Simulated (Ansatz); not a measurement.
# PbO2: strain energy, fitted

PbO2, P4_2/mnm, a = 4.997 Å, c = 3.412 Å. The structure is a COD entry; whether it is the stable form wasn't checked. Ansatz: PBEsol, PAW, 420 eV, Γ-centred 8×8×10 mesh on 6 atoms, Gaussian smearing 0.10 eV; no spin polarisation. Series: biaxial strain in the a-b plane, c and atoms relaxed; x is the strain in per cent. y is the free energy over the unstrained cell, V0 = 14.199 Å³/atom.

| x (%) | y (meV/atom) |
| --- | --- |
| -4.5 | ? |
| -3.0 | 12.02 |
| -1.5 | 3.04 |
| 0.0 | 0.00 |
| 1.5 | 2.81 |
| 3.0 | 11.17 |
| 4.5 | 24.67 |

Fit y = c2 x² + c3 x³ to the other rows, turn c2 into a modulus, and predict the missing energy.

Least squares on the rows shown. y = 1.2894 x² − 0.015835 x³. In eV per unit strain² c2 is 12.89; M is the biaxial modulus (E = M V0 ε²): 12.89 × 160.2 / (14.199) = 145 GPa. The unstrained cell keeps some stress along the strain, worth a slope of -0.05 meV/atom per %, which the form leaves out. At x = -4.5 the fit asked for gives 27.55 meV/atom. The run gave 26.95 meV/atom, so the fit is 0.60 meV/atom too high, 2.2 % of the span of the series, against an rms of 0.04 meV/atom on the fitted rows. The row lies outside the fitted range. With a term in x⁴ added, a fit to the same known rows predicts 27.55 meV/atom, no real gain.

Spin–orbit coupling is left out, which can shift energies with elements as heavy as these.